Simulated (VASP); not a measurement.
# I (Im-3m) in VASP: notebook

Runs on I. Level: PBE. Tasks: single point.

Program: VASP 6.6.1. These are calculated values, not measurements. Logs are shortened: lines on timing, memory, paths and dates and some standing lists are left out, and cuts for length are marked.

## Step 1: Starting point

The structure is cubic, space group Im-3m (No. 229). Conventional cell: a = 4.179 Å, b = 4.179 Å, c = 4.179 Å, α = 90.00°, β = 90.00°, γ = 90.00°. I (site symmetry m-3m) is surrounded by 8 I at 3.62 Å.

The real solid is made of molecules; this cell is a model form.

## Step 2: Single point, PBE

INCAR

```
SYSTEM = I
PREC = Accurate
ENCUT = 520
EDIFF = 1E-4
ISMEAR = 0
SIGMA = 0.05
LREAL = .FALSE.
LASPH = .TRUE.
NELM = 100
ALGO = Normal
ISIF = 2
LWAVE = .FALSE.
LCHARG = .FALSE.
GGA = PE
NBANDS = 10
ADDGRID = .FALSE.
```

KPOINTS

```
Automatic mesh
0
G
  8 8 8
  0 0 0
```

POSCAR

```
I
1.0
   -2.1240960000      2.1667550000      2.1089740000
    2.1114880000     -2.1329730000      2.0625830000
    2.0399160000      2.0487930000     -2.0751920000
I
1
Direct
    0.0126280000     -0.0160290000     -0.0040210000
```

Potentials or basis: VASP PAW PBE potentials, release 64 (I).

Run with:

```
cat potpaw_PBE.64/I/POTCAR > POTCAR
mpirun -np 1 vasp_std > vasp.out
```

OUTCAR:

```text
SYSTEM = I
   PREC = Accurate
   ENCUT = 520
   EDIFF = 1E-4
   ISMEAR = 0
   LREAL = .FALSE.
   LASPH = .TRUE.
   NELM = 100
   ISIF = 2
   GGA = PE

 Found    260 irreducible k-points:

 Following reciprocal coordinates:
            Coordinates               Weight
  0.000000  0.000000  0.000000      1.000000
  0.125000  0.000000 -0.000000      2.000000
  0.250000  0.000000 -0.000000      2.000000
  0.375000  0.000000  0.000000      2.000000
  0.500000  0.000000 -0.000000      1.000000
 -0.000000  0.125000 -0.000000      2.000000
   k-points           NKPTS =    260   k-points in BZ     NKDIM =    260   number of bands    NBANDS=     10
   number of dos      NEDOS =    301   number of ions     NIONS =      1
   total plane-waves  NPLWV =  21952
   dimension x,y,z NGX =    28 NGY =   28 NGZ =   28
   dimension x,y,z NGXF=    56 NGYF=   56 NGZF=   56
   ions per type =               1
   NGX,Y,Z   is equivalent  to a cutoff of  12.60, 12.78, 13.08 a.u.
   NGXF,Y,Z  is equivalent  to a cutoff of  25.19, 25.56, 26.16 a.u.
 SYSTEM =  I
   PREC   = accura    normal or accurate (medium, high low for compatibility)
   ISTART =      0    job   : 0-new  1-cont  2-samecut
   ICHARG =      2    charge: 1-file 2-atom 10-const
   ISPIN  =      1    spin polarized calculation?
   LNONCOLLINEAR =      F non collinear calculations
   LSORBIT =      F    spin-orbit coupling
   LASPH  =      T    aspherical Exc in radial PAW
   ENCUT  =  520.0 eV  38.22 Ry    6.18 a.u.   6.87  6.77  6.62*2*pi/ulx,y,z
   NELM   =    100;   NELMIN=  2; NELMDL= -5     # of ELM steps
   EDIFF  = 0.1E-03   stopping-criterion for ELM
   LREAL  =      F    real-space projection
   EDIFFG = 0.1E-02   stopping-criterion for IOM
   NSW    =      0    number of steps for IOM
   IBRION =     -1    ionic relax: 0-MD 1-quasi-New 2-CG
   NFREE  =      0    steps in history (QN), initial steepest desc. (CG)
   ISIF   =      2    stress and relaxation
   ISYM   =      2    0-nonsym 1-usesym 2-fastsym
   POTIM  = 0.5000    time-step for ionic-motion
   TEBEG  =    0.0;   TEEND  =   0.0 temperature during run
   PSTRESS=    0.0 pullay stress
   NELECT =       7.0000    total number of electrons
   NUPDOWN=      -1.0000    fix difference up-down
   EMIN   =  10.00;   EMAX   =-10.00  energy-range for DOS
   EFERMI =   0.00;   METHOD = LEGACY
   ISMEAR =     0;   SIGMA  =   0.05  broadening in eV -4-tet -1-fermi 0-gaus
   EFERMI_NEDOS =   21; number of points for ismear=-14 and -15
   IALGO  =     38    algorithm
   IMIX   =      4    mixing-type and parameters
     AMIX     =   0.40;   BMIX     =  1.00
     AMIX_MAG =   1.60;   BMIX_MAG =  1.00
  volume/ion in A,a.u.               =      36.48       246.21
  Fermi-wavevector in a.u.,A,eV,Ry     =   0.944215  1.784308 12.130170  0.891542
  Thomas-Fermi vector in A             =   2.071998
   LORBIT       =      0    0 simple, 1 ext, 2 COOP (PROOUT), +10 PAW based schemes
   GGA     = PE    functional components
   LHFCALC =     F    Hartree Fock is set to
   AEXX    =    0.0000 exact exchange contribution
   IVDW    =     0    specifies the selected vdW correction
   LEPSILON=     F    determine dielectric tensor
   LRPA    =     F    only Hartree local field effects (RPA)
 non-spin polarized calculation
 Gauss-broadening in eV      SIGMA  =   0.05
  energy-cutoff  :      520.00
  volume of cell :       36.48
 maximum number of plane-waves:       997
   NGX = 13   NGY = 13   NGZ = 13

 number of electron       7.0000000 magnetization

 Free energy of the ion-electron system (eV)
  ---------------------------------------------------
  ext. energy  EPLUGINS =         0.00000000
  ---------------------------------------------------
  free energy    TOTEN  =        -1.05198591 eV

  energy without entropy =       -1.04959357  energy(sigma->0) =       -1.05078974

 E-fermi :   4.0705     XC(G=0):  -8.9182

 val. band max:        4.0602895695   @ k =   0.2500   0.0000   0.5000
 cond. band min:       4.0800247135   @ k =  -0.1250  -0.2500   0.1250
 fundamental gap:      0.0197351440
 Fermi energy:         4.0705190431

 k-point     1 :       0.0000    0.0000    0.0000
  band No.  band energies     occupation
      1      -9.1902      2.00000
      2       4.7316      0.00000
      3       4.8987      0.00000
      4       5.0280      0.00000
      5      10.9151      0.00000
      6      13.6274      0.00000
      7      13.7603      0.00000
      8      14.1664      0.00000
      9      16.0546      0.00000
     10      16.2711      0.00000

 k-point     2 :       0.1250    0.0000   -0.0000
  band No.  band energies     occupation
      1      -9.0355      2.00000
      2       3.8028      2.00000
      3       4.5947      0.00000
      4       4.9290      0.00000
      5      11.6614      0.00000
      6      13.1609      0.00000
      7      13.3991      0.00000
      8      14.7115      0.00000
      9      15.3598      0.00000
     10      15.6739      0.00000

 k-point     3 :       0.2500    0.0000   -0.0000
  band No.  band energies     occupation
      1      -8.6195      2.00000
      2       1.9507      2.00000
      3       4.0504      1.42988
      4       4.8161      0.00000
      5      11.1162      0.00000
      6      12.2555      0.00000
      7      14.5279      0.00000
      8      15.5278      0.00000
      9      16.2688      0.00000
     10      16.7049      0.00000

 k-point     4 :       0.3750    0.0000    0.0000
  band No.  band energies     occupation
      1      -8.1186      2.00000
      2       0.4027      2.00000
      3       3.5904      2.00000
      4       4.7106      0.00000
      5      10.2688      0.00000
      6      11.6325      0.00000
      7      15.9772      0.00000
      8      16.1557      0.00000
      9      17.9482      0.00000
     10      19.2943      0.00000

 k-point     5 :       0.5000    0.0000   -0.0000
  band No.  band energies     occupation
      1      -7.8739      2.00000
      2      -0.2127      2.00000
      3       3.4181      2.00000
      4       4.6667      0.00000
      5       9.9681      0.00000
      6      11.4171      0.00000
      7      16.9308      0.00000
      8      17.2674      0.00000
      9      17.6077      0.00000
     10      18.1944      0.00000

 k-point     6 :      -0.0000    0.1250   -0.0000
  band No.  band energies     occupation
      1      -9.0268      2.00000
      2       3.8783      2.00000
      3       4.5023      0.00000
      4       4.9008      0.00000
      5      11.6553      0.00000
      6      13.1076      0.00000
      7      13.5696      0.00000
      8      14.4848      0.00000
      9      15.3728      0.00000
     10      15.5483      0.00000

 [... further k-points ...]

------------------------ aborting loop because EDIFF is reached ----------------------------------------

  FORCE on cell =-STRESS in cart. coord.  units (eV):
  Direction    XX          YY          ZZ          XY          YZ          ZX
  --------------------------------------------------------------------------------------
  -------------------------------------------------------------------------------------
  Total       -0.0174565     -0.0416034     -0.0663475     -0.3616058      0.0653744     -0.0268005
  in kB       -0.7665806     -1.8269652     -2.9135715    -15.8794830      2.8708382     -1.1769108
  external PRESSURE =      -1.8357058 kB  Pullay stress =       0.0000000 kB

 VOLUME and BASIS-vectors are now :
 -----------------------------------------------------------------------------
  energy-cutoff  :      520.00
  volume of cell :       36.48
      direct lattice vectors                 reciprocal lattice vectors
    -2.124096000  2.166755000  2.108974000     0.005496097  0.235420953  0.237828778
     2.111488000 -2.132973000  2.062583000     0.241671392  0.002899229  0.240425590
     2.039916000  2.048793000 -2.075192000     0.245788549  0.242134979 -0.001217987

 POSITION                                       TOTAL-FORCE (eV/Angst)
 -----------------------------------------------------------------------------------
      4.08253     -0.03087     -0.01069         0.000000     -0.000000     -0.000000
 -----------------------------------------------------------------------------------
    total drift:                                0.000000      0.000000      0.000001

  FREE ENERGIE OF THE ION-ELECTRON SYSTEM (eV)
  ---------------------------------------------------
  free  energy   TOTEN  =        -1.0519859106 eV

  energy  without entropy=       -1.0495935706  energy(sigma->0) =       -1.05078974
```

Wall time 31 s (1 thread of Intel Xeon Platinum 8488C (Sapphire Rapids), shared host); peak memory 0.22 GiB.

These settings aren't checked as converged: the numbers below hold their error.

Results:

| Item | Value |
| --- | --- |
| Free energy | -1.0520 eV |
| Pressure | -0.2 GPa |
| Band gap on the k mesh | none (metal or under the smearing width) |

Caveat: an odd number of electrons without spin polarisation forces a metal; a magnetic or distorted state may lie lower.

## Step 3: Single point, PBE

This run uses another cell than the first one, of the same volume but with other edges.

Changes to INCAR since step 2:

```diff
@@ -2,4 +2,4 @@
 PREC = Accurate
-ENCUT = 520
-EDIFF = 1E-4
+ENCUT = 460
+EDIFF = 1E-6
 ISMEAR = 0
```

KPOINTS

```
Automatic mesh
0
G
  9 9 9
  0 0 0
```

POSCAR

```
I
1.0
   -2.0893754423      2.0893754423      2.0893754423
    2.0893754423     -2.0893754423      2.0893754423
    2.0893754423      2.0893754423     -2.0893754423
I
1
Direct
    0.0000000000      0.0000000000      0.0000000000
```

Potentials or basis: VASP PAW PBE potentials, release 64 (I).

Run with:

```
cat potpaw_PBE.64/I/POTCAR > POTCAR
mpirun -np 1 vasp_std > vasp.out
```

OUTCAR:

```text
SYSTEM = I
   PREC = Accurate
   ENCUT = 460
   EDIFF = 1E-6
   ISMEAR = 0
   LREAL = .FALSE.
   LASPH = .TRUE.
   NELM = 100
   ISIF = 2
   GGA = PE

 Found     35 irreducible k-points:

 Following reciprocal coordinates:
            Coordinates               Weight
  0.000000  0.000000  0.000000      1.000000
  0.111111  0.000000  0.000000     12.000000
  0.222222  0.000000  0.000000     12.000000
  0.333333  0.000000  0.000000     12.000000
  0.444444  0.000000  0.000000     12.000000
  0.111111  0.111111  0.000000     24.000000
   k-points           NKPTS =     35   k-points in BZ     NKDIM =     35   number of bands    NBANDS=     10
   number of dos      NEDOS =    301   number of ions     NIONS =      1
   total plane-waves  NPLWV =  21952
   dimension x,y,z NGX =    28 NGY =   28 NGZ =   28
   dimension x,y,z NGXF=    56 NGYF=   56 NGZF=   56
   ions per type =               1
   NGX,Y,Z   is equivalent  to a cutoff of  12.86, 12.86, 12.86 a.u.
   NGXF,Y,Z  is equivalent  to a cutoff of  25.73, 25.73, 25.73 a.u.
 SYSTEM =  I
   PREC   = accura    normal or accurate (medium, high low for compatibility)
   ISTART =      0    job   : 0-new  1-cont  2-samecut
   ICHARG =      2    charge: 1-file 2-atom 10-const
[... 62 lines left out ...]

 k-point     1 :       0.0000    0.0000    0.0000
  band No.  band energies     occupation
      1      -9.1816      2.00000
      2       4.8915      0.00000
      3       4.8915      0.00000
      4       4.8915      0.00000
      5      10.9363      0.00000
      6      13.8680      0.00000
      7      13.8680      0.00000
      8      13.8680      0.00000
      9      16.1019      0.00000
     10      16.1019      0.00000
[... 53 lines left out ...]
 k-point     6 :       0.1111    0.1111    0.0000
  band No.  band energies     occupation
      1      -8.8141      2.00000
      2       2.9293      2.00000
      3       4.3145      0.00000
      4       4.6417      0.00000
      5      12.0066      0.00000
      6      12.7466      0.00000
      7      13.2050      0.00000
      8      14.7947      0.00000
      9      15.8815      0.00000
     10      16.3679      0.00000

 [... further k-points ...]

------------------------ aborting loop because EDIFF is reached ----------------------------------------

  FORCE on cell =-STRESS in cart. coord.  units (eV):
  Direction    XX          YY          ZZ          XY          YZ          ZX
  --------------------------------------------------------------------------------------
  -------------------------------------------------------------------------------------
  Total       -0.0520141     -0.0520141     -0.0520141      0.0000000      0.0000000     -0.0000000
  in kB       -2.2841395     -2.2841395     -2.2841395      0.0000000      0.0000000     -0.0000000
  external PRESSURE =      -2.2841395 kB  Pullay stress =       0.0000000 kB

 VOLUME and BASIS-vectors are now :
 -----------------------------------------------------------------------------
  energy-cutoff  :      460.00
  volume of cell :       36.48
      direct lattice vectors                 reciprocal lattice vectors
    -2.089375442  2.089375442  2.089375442     0.000000000  0.239305962  0.239305962
     2.089375442 -2.089375442  2.089375442     0.239305962  0.000000000  0.239305962
     2.089375442  2.089375442 -2.089375442     0.239305962  0.239305962  0.000000000

 POSITION                                       TOTAL-FORCE (eV/Angst)
 -----------------------------------------------------------------------------------
      0.00000      0.00000      0.00000        -0.000000      0.000000     -0.000000
 -----------------------------------------------------------------------------------
    total drift:                                0.000000      0.000000      0.000000

  FREE ENERGIE OF THE ION-ELECTRON SYSTEM (eV)
  ---------------------------------------------------
  free  energy   TOTEN  =        -1.0410490628 eV

  energy  without entropy=       -1.0369821922  energy(sigma->0) =       -1.03901563
```

OSZICAR:

```text
N       E                     dE             d eps       ncg     rms          rms(c)
DAV:   1     0.184772058751E+02    0.18477E+02   -0.22846E+03   700   0.448E+02
DAV:   2    -0.357628615458E+00   -0.18835E+02   -0.18336E+02   904   0.799E+01
DAV:   3    -0.103428456592E+01   -0.67666E+00   -0.66727E+00   882   0.151E+01
DAV:   4    -0.103996384061E+01   -0.56793E-02   -0.56772E-02   870   0.173E+00
DAV:   5    -0.104002872391E+01   -0.64883E-04   -0.64883E-04   858   0.167E-01    0.339E+00
DAV:   6    -0.104030761207E+01   -0.27889E-03   -0.15877E-03   826   0.200E-01    0.207E+00
DAV:   7    -0.104104587987E+01   -0.73827E-03   -0.30478E-03   764   0.286E-01    0.104E-01
DAV:   8    -0.104104834386E+01   -0.24640E-05   -0.14009E-04   800   0.577E-02    0.155E-02
DAV:   9    -0.104104906280E+01   -0.71894E-06   -0.30907E-06   858   0.120E-02
   1 F= -.10410491E+01 E0= -.10390156E+01  d E =-.406687E-02
```

Run time: 7.1 s. Hardware: 1 thread of Intel Xeon Platinum 8488C (Sapphire Rapids), shared host; peak memory 0.15 GiB.

The run converged, but some of its settings lie outside the range that counts as converged, so its numbers aren't taken as properties of the crystal.

Results:

```yaml
Free_energy: -1.0410 eV
Pressure: -0.2 GPa
Band_gap_on_the_k_mesh: none (metal or under the smearing width)
```

Caveat: an odd number of electrons without spin polarisation forces a metal; a magnetic or distorted state may lie lower.

## Step 4: Single point, PBE

INCAR is that of step 3.

KPOINTS is that of step 3.

POSCAR

```
I
1.0
   -2.1240960000      2.1667550000      2.1089740000
    2.1114880000     -2.1329730000      2.0625830000
    2.0399160000      2.0487930000     -2.0751920000
I
1
Direct
    0.0126280000     -0.0160290000     -0.0040210000
```

Run with:

```
cat potpaw_PBE.64/I/POTCAR > POTCAR
mpirun -np 1 vasp_std > vasp.out
```

It took 54 s on 1 thread of Intel Xeon Platinum 8488C (Sapphire Rapids), shared host; peak memory 0.23 GiB.

These settings aren't checked as converged: the numbers below hold their error.

What came out:

- Free energy: -1.0534 eV
- Pressure: -0.3 GPa
- Band gap on the k mesh: none (metal or under the smearing width)

Caveat: an odd number of electrons without spin polarisation forces a metal; a magnetic or distorted state may lie lower.

## Step 5: Single point, PBE

This run uses another cell than the first one, of the same volume but with other edges.

Changes to INCAR since step 4:

```diff
@@ -2,3 +2,3 @@
 PREC = Accurate
-ENCUT = 460
+ENCUT = 650
 EDIFF = 1E-6
```

KPOINTS

```
Automatic mesh
0
G
  8 8 8
  0 0 0
```

POSCAR

```
I
1.0
   -2.0893754423      2.0893754423      2.0893754423
    2.0893754423     -2.0893754423      2.0893754423
    2.0893754423      2.0893754423     -2.0893754423
I
1
Direct
    0.0000000000      0.0000000000      0.0000000000
```

Run with:

```
cat potpaw_PBE.64/I/POTCAR > POTCAR
mpirun -np 1 vasp_std > vasp.out
```

Run time: 8.6 s. Hardware: 1 thread of Intel Xeon Platinum 8488C (Sapphire Rapids), shared host; peak memory 0.17 GiB.

These settings aren't checked as converged: the numbers below hold their error.

What came out:

```
Free energy            : -1.0418 eV
Pressure               : -0.2 GPa
Band gap on the k mesh : none (metal or under the smearing width)
```

Caveat: an odd number of electrons without spin polarisation forces a metal; a magnetic or distorted state may lie lower.

## Step 6: The reference run

An earlier run on the cell as given: functional PBE; potentials or basis VASP PAW PBE potentials, release 64 (I); cutoff 520 eV; k mesh 9 × 9 × 9; occupations fermi-dirac, width 0.05 eV; no spin polarisation.

- Pressure: -0.2 GPa
- Band gap on the k mesh: none (metal or under the smearing width)
